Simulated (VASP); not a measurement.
The system is MgSe.

```
CELL_PARAMETERS angstrom
0.00000 2.72500 2.72500
2.72500 0.00000 2.72500
2.72500 2.72500 0.00000
ATOMIC_POSITIONS crystal
Mg 0.00000 0.00000 0.00000
Se 0.50000 0.50000 0.50000
```

The cell was built by a generator and needn't be a form met in nature.

```yaml
Program: VASP 6.6.1
Task: relaxation of cell and atoms
Functional: PBE
Potentials_or_basis: VASP PAW PBE potentials, release 64 (Mg, Se)
Cutoff: 600 eV
k_mesh: 8 × 8 × 8
Occupations: gaussian, width 0.02 eV
Spin: no spin polarisation
```

At the start: pressure 1.9 GPa; volume 20.23 Å³/atom.

Q: Where does the relaxation end?

A: Over 3 steps the energy falls by 3.6 meV/atom and the volume is 20.84 Å³/atom (+3.0 %); space group Fm-3m (No. 225, to 0.05 Å).

The path:
```csv
step,energy change (eV),largest force (eV/Å),pressure (GPa),volume (Å³)
1,0.0000,0.0000,1.95,40.47
2,-0.0070,0.0000,-0.35,41.93
3,-0.0072,0.0000,-0.01,41.69
```

Final structure:
```
Mg Se
1.0
     0.00000    2.75207    2.75207
     2.75207    0.00000    2.75207
     2.75207    2.75207    0.00000
Mg Se
1 1
Direct
  0.00000 0.00000 0.00000
  0.50000 0.50000 0.50000
```
